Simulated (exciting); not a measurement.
# Al (Fm-3m) in exciting: notebook, part 3 of 3

exciting (release sodium). The steps go on from the part before.

## (6) Single point, PBE

File input.xml:

```xml
<input>
  <title>Al</title>
  <structure speciespath="./" tshift="false">
    <crystal scale="1">
      <basevect>0.000000000000 3.826326905773 3.826326905773</basevect>
      <basevect>3.826326905773 0.000000000000 3.826326905773</basevect>
      <basevect>3.826326905773 3.826326905773 0.000000000000</basevect>
    </crystal>
    <species speciesfile="Al.xml" rmt="2">
      <atom coord="0.000000000000 0.000000000000 0.000000000000"/>
    </species>
  </structure>
  <groundstate do="fromscratch" ngridk="11 11 11" rgkmax="7.5" gmaxvr="14" lmaxapw="10" lmaxmat="10" lmaxvr="8" xctype="GGA_PBE" stype="Gaussian" swidth="0.00055124" nempty="8" ValenceRelativity="iora*" epsengy="1e-05" epspot="1e-05" maxscl="60" tforce="true" outputlevel="normal"/>
</input>
```

Potentials or basis: all-electron LAPW+lo, shipped species files, valence relativity iora*.

The run is started by

```console
$ OMP_NUM_THREADS=1 exciting_smp
```

INFO.OUT:

```text
================================================================================
EXCITING SODIUM started
[... 10 lines left out ...]

 Lattice vectors (cartesian) :
      0.0000000000      3.8263269058      3.8263269058
      3.8263269058      0.0000000000      3.8263269058
      3.8263269058      3.8263269058      0.0000000000

 Reciprocal lattice vectors (cartesian) :
     -0.8210465888      0.8210465888      0.8210465888
      0.8210465888     -0.8210465888      0.8210465888
      0.8210465888      0.8210465888     -0.8210465888

 Unit cell volume                           :     112.0408024269
 Brillouin zone volume                      :       2.2139274985

 Species :    1 (Al)
     parameters loaded from                 :    Al.xml
     name                                   :    aluminium
     nuclear charge                         :     -13.00000000
     electronic charge                      :      13.00000000
     atomic mass                            :   49184.33493000
     muffin-tin radius                      :       2.00000000
     # of radial points in muffin-tin       :     300

     atomic positions (lattice) :
[... 7 lines left out ...]
 Number of crystal symmetries               :      48

 k-point grid                               :      11   11   11
 Total number of k-points                   :      56
 k-point set is reduced with crystal symmetries

 R^MT_min * |G+k|_max (rgkmax)              :       7.50000000
 Species with R^MT_min                      :       1 (Al)
 Maximum |G+k| for APW functions            :       3.75000000
 Maximum |G| for potential and density      :      14.00000000

 G-vector grid sizes                        :      25    25    25
 Total number of G-vectors                  :    5065

 Maximum angular momentum used for
     APW functions                          :      10
     computing H and O matrix elements      :      10
     potential and density                  :       8
     inner part of muffin-tin               :       2

 Total nuclear charge                       :     -13.00000000
 Total electronic charge                    :      13.00000000
 Total core charge                          :       4.00000000
 Total valence charge                       :       9.00000000

 Number of empty states                     :       8
 Total number of valence states             :      13

 Maximum Hamiltonian size                   :     120
 Maximum number of plane-waves              :     113
 Total number of local-orbitals             :       7

 Exchange-correlation type                  :      20
     Perdew-Burke-Ernzerhof, Phys. Rev. Lett. 77, 3865 (1996)
     Generalised gradient approximation (GGA)

 Smearing scheme                            :    Gaussian
 Smearing width                             :       0.00055124

 Using multisecant Broyden potential mixing
[... 16 lines left out ...]
+ SCF iteration number :    1                                                  +
++++++++++++++++++++++++++++++++++++++++++++++++++++++++++++++++++++++++++++++++
 Total energy                               :      -242.54748512
 _______________________________________________________________
 Fermi energy                               :         0.26994608
 Kinetic energy                             :       243.58908758
 Coulomb energy                             :      -467.50272596
 Exchange energy                            :       -18.11954782
 Correlation energy                         :        -0.51429892
[... 288 lines left out ...]
 RMS change in effective potential (target) :  0.208679E-08  ( 0.100000E-04)
 Absolute change in total energy   (target) :  0.210553E-06  ( 0.100000E-04)
 Charge distance                   (target) :  0.176303E-08  ( 0.100000E-04)
 Abs. change in max-nonIBS-force   (target) :   0.00000      ( 0.500000E-04)

++++++++++++++++++++++++++++++++++++++++++++++++++++++++++++++++++++++++++++++++
| Convergency criteria checked for the last 2 iterations                       +
| Convergence targets achieved. Performing final SCF iteration                 +
++++++++++++++++++++++++++++++++++++++++++++++++++++++++++++++++++++++++++++++++
 Total energy                               :      -242.82189540
 _______________________________________________________________
 Fermi energy                               :         0.26681756
 Kinetic energy                             :       243.28376543
 Coulomb energy                             :      -467.46973073
 Exchange energy                            :       -18.12172943
 Correlation energy                         :        -0.51420067

 DOS at Fermi energy (states/Ha/cell)       :        58.78105525

 Electron charges :
     core                                   :         4.00000000
     core leakage                           :         0.00133023
     valence                                :         9.00000000
     interstitial                           :         2.13228331
     charge in muffin-tin spheres :
                  atom     1    Al          :        10.86771669
     total charge in muffin-tins            :        10.86771669
     total charge                           :        13.00000000

++++++++++++++++++++++++++++++++++++++++++++++++++++++++++++++++++++++++++++++++
+ Self-consistent loop stopped                                                 +
++++++++++++++++++++++++++++++++++++++++++++++++++++++++++++++++++++++++++++++++
 STATE.OUT is written

--------------------------------------------------------------------------------
- Writing atomic positions and forces                                          -
--------------------------------------------------------------------------------

 Atomic positions (lattice) :
 atom     1  Al  :     0.00000000    0.00000000    0.00000000

 Total atomic forces including IBS (cartesian) :
 atom     1  Al  :     0.00000000    0.00000000    0.00000000

 Atomic force components including IBS (cartesian) :
 atom     1  Al  :     0.00000000    0.00000000    0.00000000   HF force
                 :     0.00000000    0.00000000    0.00000000   core correction
                 :     0.00000000    0.00000000    0.00000000   IBS correction

********************************************************************************
[... 7 lines left out ...]
| EXCITING SODIUM stopped                                                      =
================================================================================
```

WARNINGS.OUT:

```text
Inversion symmetry is present. Consider using input%groundstate%solver%type = "inversionsymmetry"
```

Wall time 13 s (1 thread of Arm Neoverse V1, shared host); peak memory 0.09 GiB.

What came out:

| Item | Value |
| --- | --- |
| Free energy | -6607.5206 eV |
| Band gap on the k mesh | none (metal or under the smearing width) |
| All electrons inside the program's atomic spheres | Al 10.87 (radii Al 2.0 bohr) |

## (7) Summary

| smearing | outputlevel | gap on the mesh (eV) |
| --- | --- | --- |
| gaussian 0.011 eV | low | none |
| gaussian 0.012 eV | normal | none |
| gaussian 0.013 eV | low | none |
| gaussian 0.014 eV | normal | none |
| gaussian 0.015 eV | normal | none |

Alike in all rows: task single point; level PBE; potentials or basis all-electron LAPW+lo, shipped species files, valence relativity iora*; no spin polarisation; cell as given; k mesh 11 × 11 × 11; rgkmax 7.5.

Every run on the cell as given and a fine mesh finds a metal.

Compare energies only between runs with the same functional and basis.
